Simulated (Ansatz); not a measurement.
The cell is COD entry 1534878, as deposited and not checked against the literature; nothing was relaxed. The listed cell was then made from it by scaling, straining or moving an atom.

Ti: DFT, PBE, all-electron PAW with datasets made for the crystal, scalar-relativistic (Ansatz 0.2.0). What sets it apart from a plain run of this crystal: volume scaled by 0.99.

Command: `ansatz run input.yaml --threads 1 --pin off --max-ram 3072MiB --backend cpu --events-out ev --progress --plain --runs-dir out` The run took 2.1 s on 1 thread of Intel(R) Xeon(R) 6975P-C (Granite Rapids) (shared host), peak memory 0.38 GiB.

```yaml
crystal:
  lattice:
    - [0.0, 2.0232106516, 2.0232106516]
    - [2.0232106516, 0.0, 2.0232106516]
    - [2.0232106516, 2.0232106516, 0.0]
  atoms:
    - { symbol: Ti, position: [0.0, 0.0, 0.0] }
kpoints:
  mp_grid: { grid: [15, 15, 15] }
scf:
  occupations: { method: fermi_dirac, width: 0.05 }
hamiltonian:
  xc: pbe
  pseudopotentials: { kind: all_electron, datasets: crystal }
output:
  forces: true
  stress: true
  eigenvalues: true
  efg: { contact_densities: true }
```

Output (standing set-up lines are left out):

```
hamiltonian.pseudopotentials.datasets: crystal makes datasets for this crystal and solves the spheres of its atoms anew in each pass: cutoff 280.0 eV, the density's 1120.0 eV; for an error of 0.50 meV an atom under PBE, 0.5 meV for the cell; an energy difference from a run of another recipe may be off by several times the error for the cell, under r2SCAN by more, where some 0.1 meV an atom stays at smaller errors; Ti in spheres of 1.376 Å, 4 of its electrons in bands, 8 on its site; only band paths and densities of states list, in semicore columns, the levels of the semicore shells that are solved separately: 3s of Ti, 3p of Ti
Pseudopotential: Ti, paw, valence charge 12, recommended cutoff 280 eV (normal), Koelling and Harmon's equation, gaussian nucleus
Crystal: 1 atoms, lattice volume = 16.564 Å³
Basis set: ecut = 280 eV, 169 PW (Γ), exchange–correlation on 32×32×32 points (8 copies of the dense FFT grid, shifted against one another)
Space group: Fm-3m (ITA 225), of the structure as read, at distance tolerance 2.5e-5 Å
iter 1 solved again at ethr=1.35e-2 eV; its pass at ethr=1.00e-1 eV (dr2=5.39e-1 eV) is discarded
SCF iter   1: F=—  HF=-23233.456609 eV  |F-HF|=—  |Δ(HF+E_count)|=         —  Δρ=5.58e-2  dr2=5.40e-1  ethr=1.35e-2  ⟨swp⟩=2.1  Hψ=5206  notcnv=0
preconditioner: auto → none  [metal: Δε(μ)=0.032 eV  Ē_g=6.286 eV  σ=0.050 eV  W_gap=0.16  n_scr=0 (ndim 8)  ℏωp=18.2 eV  f_vac=0.000  D(μ)=1.39/eV (n_scr^D=14)]
iter 2 solved again at ethr=2.66e-4 eV; its pass at ethr=1.35e-2 eV (dr2=1.07e-2 eV) is discarded
SCF iter   2: F=—  HF=-23233.275375 eV  |F-HF|=—  |Δ(HF+E_count)|=   1.81e-1  Δρ=1.10e-2  dr2=1.11e-2  ethr=2.66e-4  ⟨swp⟩=2.5  Hψ=4380  notcnv=0  defer=10
SCF iter   3: F=—  HF=-23233.269977 eV  |F-HF|=—  |Δ(HF+E_count)|=   5.40e-3  Δρ=3.79e-3  dr2=1.11e-3  ethr=2.66e-4  ⟨swp⟩=3.0  Hψ=1929  notcnv=0  defer=4
SCF iter   4: F=—  HF=-23233.265911 eV  |F-HF|=—  |Δ(HF+E_count)|=   4.07e-3  Δρ=3.72e-4  dr2=1.07e-5  ethr=2.78e-5  ⟨swp⟩=2.7  Hψ=1303  notcnv=0  defer=8
SCF iter   5: F=—  HF=-23233.266111 eV  |F-HF|=—  |Δ(HF+E_count)|=   2.01e-4  Δρ=2.02e-4  dr2=4.27e-6  ethr=2.67e-7  ⟨swp⟩=3.1  Hψ=2296  notcnv=0  defer=3
SCF iter   6: F=—  HF=-23233.266113 eV  |F-HF|=—  |Δ(HF+E_count)|=   1.33e-6  Δρ=3.00e-5  dr2=7.78e-8  ethr=1.07e-7  ⟨swp⟩=2.1  Hψ=1132  notcnv=0  defer=2
SCF iter   7: F=-23233.266113 eV  HF=-23233.266113 eV  |F-HF|=1.16e-10  |Δ(HF+E_count)|=   8.76e-8  Δρ=2.46e-6  dr2=8.84e-10  ethr=1.95e-9  ⟨swp⟩=3.0  Hψ=1384  notcnv=0  defer=3
SCF 1 converged in 7 iterations: F = -23233.266113 eV  dr2 = 8.84e-10
  Residual-converged pass: ⟨swp⟩=3.6  Hψ=1397  notcnv=0  max |occ|·‖R‖ = 3.7e-6 eV (tolerance 3.7e-6 eV)  dr2=8.75e-10  dr2_onsite=4.10e-10  max |Δocc| = 2.9e-9
  greatest PAW one-centre occupation: 0.244 electrons in one spin orbital (limit 2), on the Ti atom at site 0 (counted from 0), in its partial waves of l = 2
SCF converged after 7 iterations
Free energy (F): -23233.266113 eV
Harris-Foulkes:  -23233.266113 eV  (|F-HF|=1.16e-10)
Internal energy: -23233.252646 eV  (E = F + TS)
E sigma→0 (E₀):  -23233.259380 eV
Entropy (-TS):   -0.013466 eV (-13.466 meV/atom)
Past the cutoff: the bands carry plane waves up to 1.75 times it, of which those up to 1.5 times it add -0.000159 eV an atom, each by itself; the spheres take 0.000047 eV an atom off the energy for waves past 1.75 times it
By the cutoff:   a pressure is off by up to 0.005 GPa (1.2 times the spheres' own share and the shells' term, over an atom's volume, and 0.004 GPa: a bound that held against runs at twice the plane waves)
Past the cutoffs: a stress includes 0.0017 GPa for waves and charges beyond them, in addition to the slope of what the spheres take
In the spheres:  the bands' charges fall short by 4.2e-8 e at most (sound up to 1e-3), those of shells solved beside the bands by 3.1e-7 e (sound up to 5e-4)
Fermi energy:    14.465142 eV
--- Per-component energies (eV) ---
  The terms above E_closure are by the made datasets' own strengths, without shells solved beside the bands.
--- Forces (eV/Å), atoms counted from 1 ---
  atom   1  Ti    -0.00000000     0.00000000    -0.00000000
  max |Σ_I F_I| component: 1.07e-31 eV/Å
--- Stress (GPa, compression-positive) ---
        5.728658       0.000000       0.000000
       -0.000000       5.728658       0.000000
        0.000000       0.000000       5.728658
  P = ⅓ Tr σ = 5.7287 GPa (57.287 kbar)
  It holds what live shells' own plane waves past their cutoff add
--- PAW observables at the nuclei: V_zz in 10²¹ V/m², potentials from the cell's mean, atoms counted from 1 ---
  atom   1  Ti V_zz =    -0.000000   η = 0.0000   by run symmetry: forbidden
            electrostatic potential = -2532.106781 V   contact ρ = 56839.405915 e/Å³
--- Band table (eV; the first three rows and the last of 120) ---
  k-point 0: bands = ["8.2915", "15.3683", "15.3683", "15.3683", "17.1141"]
  k-point 1: bands = ["8.4415", "15.2731", "15.4235", "15.4235", "17.0777"]
  k-point 2: bands = ["8.8755", "15.0252", "15.5560", "15.5560", "17.0093"]
  k-point 119: bands = ["12.8441", "13.8491", "14.2551", "16.7347", "18.4937"]
```
